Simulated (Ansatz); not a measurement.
**Se: the order of phases at one pressure**

Which of bcc, hcp, sc, beta tin, diamond has the lowest enthalpy for Se at one common pressure? The runs shown use LAPW. Companion runs by PAW are cited.

Method: DFT, PBE, all-electron LAPW, scalar-relativistic, in Ansatz 0.2.0.

**1. The structure to begin with**

The structure is cubic, space group Im-3m (No. 229). Conventional cell: a = 2.550 Å, b = 2.550 Å, c = 2.550 Å, α = 90.00°, β = 90.00°, γ = 90.00°. Se (site symmetry m-3m) has 8 Se at 2.21 Å as nearest neighbours.

As a file:

```xyz
1
Lattice="-1.2751 1.2751 1.2751 1.2751 -1.2751 1.2751 1.2751 1.2751 -1.2751" Properties=species:S:1:pos:R:3 pbc="T T T"
Se    0.0000    0.0000    0.0000
```

**2. Bcc relaxed under pressure, LAPW**

input.yaml reads:

```yaml
crystal:
  lattice:
    - [-1.2751022329, 1.2751022329, 1.2751022329]
    - [1.2751022329, -1.2751022329, 1.2751022329]
    - [1.2751022329, 1.2751022329, -1.2751022329]
  atoms:
    - { symbol: Se, position: [0.0, 0.0, 0.0] }
kpoints:
  mp_grid: { grid: [21, 21, 21] }
scf:
  occupations: { method: fermi_dirac, width: 0.1 }
hamiltonian:
  xc: pbe
  pseudopotentials: { kind: all_electron, lapw: { basis_error: 0.0005 } }
output:
  forces: true
  stress: true
  eigenvalues: true
relax:
  f_tol: 0.005
  max_steps: 12
  cell: { p_target: 460.0, stress_tol: 0.23 }
```

The run is started by

```
> ansatz run input.yaml --threads 1 --pin off --max-ram 3584MiB --backend cpu --events-out ev --progress --plain --runs-dir out
```

After this run come: Hcp relaxed under pressure, LAPW; Sc relaxed under pressure, LAPW; Beta tin relaxed under pressure, LAPW; Diamond relaxed under pressure, LAPW.

What does the calculation give? Wanted: pressure; lowest (for each run or level that gives them).

**Answer**, as computed:

```
     quantity                        value
     pressure                      460 GPa
lowest (LAPW)  hcp, 7.6 meV/atom under bcc
 lowest (PAW)  hcp, 8.1 meV/atom under bcc
```

By LAPW the order is hcp < bcc < beta tin < sc < diamond. By PAW the order is hcp < bcc < beta tin < sc < diamond. The methods agree on the lowest phase. Only these structures were tried, with electrons smeared by 0.1 eV and without vibrations, so the true ground state may be another. The k meshes differ between phases and weren't tested, which can move differences by some meV.
